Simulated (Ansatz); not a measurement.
This log comes from Ansatz, run on Se (P3_121) from a database structure. It starts from the PBE-D3(BJ) minimum.

The cell given to it:
```
CELL_PARAMETERS angstrom
4.07060 0.00000 0.00000
-2.03530 3.52524 0.00000
0.00000 0.00000 5.12558
ATOMIC_POSITIONS crystal
Se 0.24721 0.00000 0.33333
Se 0.00000 0.24721 0.66667
Se 0.75279 0.75279 0.00000
```

Abridged output:
```
Pseudopotential: Se, paw, valence charge 16, recommended cutoff 500 eV (meta_gga)
Functional definition: r2SCAN+rVV10
Crystal: 3 atoms, lattice volume = 73.551 Å³
Basis set: ecut = 500 eV, 1873 PW (Γ)
Bands: 29, of which v1, the nominal top of the filled ones, is band 24 counted from 1 (23 counted from 0)
Symmetry: 6 space group operations
Space group: P3121 (ITA 152)
k-points: 24 of 144 (time reversal used)
rVV10 density: all electrons in the spheres
preconditioner: auto → Resta (q_TF=auto, 2.541 Å⁻¹)  ε∞=3.8  [insulator: Δε(μ)=0.750 eV  σ=0.020 eV  ℏωp=18.4 eV]
relax step 1: F+E_penalty+E_count = -16430.39698028 eV  max|allowed force component| = 3.375e-1 eV/Å  Δτ_max = 0.0000 Å  P = +0.252 GPa  Ω = 73.551 Å³
relax step 2: F+E_penalty+E_count = -16430.43060190 eV  max|allowed force component| = 8.596e-2 eV/Å  Δτ_max = 0.0710 Å  P = -1.138 GPa  Ω = 79.915 Å³
relax step 3: F+E_penalty+E_count = -16430.41431697 eV  max|allowed force component| = 6.001e-1 eV/Å  Δτ_max = 0.0238 Å  P = +2.710 GPa  Ω = 77.968 Å³  (rejected)
relax step 4: F+E_penalty+E_count = -16430.44364016 eV  max|allowed force component| = 2.978e-3 eV/Å  Δτ_max = 0.0031 Å  P = -0.159 GPa  Ω = 78.892 Å³
relax step 5: F+E_penalty+E_count = -16430.44839055 eV  max|allowed force component| = 4.734e-2 eV/Å  Δτ_max = 0.0040 Å  P = +0.305 GPa  Ω = 79.247 Å³
relax step 6: F+E_penalty+E_count = -16430.44973762 eV  max|allowed force component| = 6.503e-3 eV/Å  Δτ_max = 0.0035 Å  P = +0.053 GPa  Ω = 80.232 Å³
relax step 7: F+E_penalty+E_count = -16430.44977149 eV  max|allowed force component| = 7.100e-5 eV/Å  Δτ_max = 0.0009 Å  P = +0.004 GPa  Ω = 80.443 Å³
relax step 8: F+E_penalty+E_count = -16430.45019749 eV  max|allowed force component| = 1.731e-4 eV/Å  Δτ_max = 0.0000 Å  P = +0.008 GPa  Ω = 80.443 Å³  (SCF on a basis re-selected at this cell)
Free energy (F): -16430.450197 eV
Fermi energy:    7.345828 eV
--- Per-component energies (eV) ---
  E_band       = -1260.482517
  E_kinetic    = 351.147427
  E_local      = -7633.503042
  E_nonlocal   = -1781.568035
  E_hartree    = 3742.618577
  E_xc         = -288.466164
  E_vxc        = -313.129471
  E_paw        = -5777.602421
  E_vpaw       = 615.546156
  E_vtau       = 15.787951
  E_ewald      = -5037.781607
  E_core_change = -5.294311
--- Stress (GPa, compression-positive) ---
        0.009560       0.000000       0.000000
        0.000000       0.009560       0.000000
        0.000000       0.000000       0.004641
  P = ⅓ Tr σ = 0.0079 GPa (0.079 kbar)
--- Relaxed structure (7 steps of the walk, 6 accepted, 1 SCFs on fresh bases) ---
  F+E_penalty+E_count = -16430.45019749 eV   max|allowed force component| = 1.731e-4 eV/Å
  cell:  # Å, volume = 80.4427 Å³
    - [4.292657, 0.000000, 0.000000]
    - [-2.146329, 3.717550, 0.000000]
    - [0.000000, 0.000000, 5.040850]
  atoms:
    - { symbol: Se, position: [0.228467, 0.000000, 0.333333] }
    - { symbol: Se, position: [0.000000, 0.228467, 0.666667] }
    - { symbol: Se, position: [0.771533, 0.771533, 0.000000] }
```

**Question.** Which of these blocks stood in the input: relax, gw, phonons, dielectric, magnetization (spin_orbit)?

**Answer.** relax. The relax steps with a changing cell volume need the relax block with cell.

**Question.** Which k mesh was typed?

**Answer.** 6×6×4, Γ-centred. The answer isn't unique; the calculation gave this one.

**Question.** How were the bands filled?

**Answer.** With smearing of width σ = 0.02 eV (Fermi-Dirac in this run).

Command: `ansatz run input.yaml --threads 4 --pin off --max-ram 7372MiB --backend cpu --events-out ev --progress --plain --runs-dir out`. It took 27 s on 4 threads of Arm Neoverse V2, with other jobs on the host, load about 0.5 per core; peak host memory 0.59 GiB.

(Simulation; spin polarisation is off.)
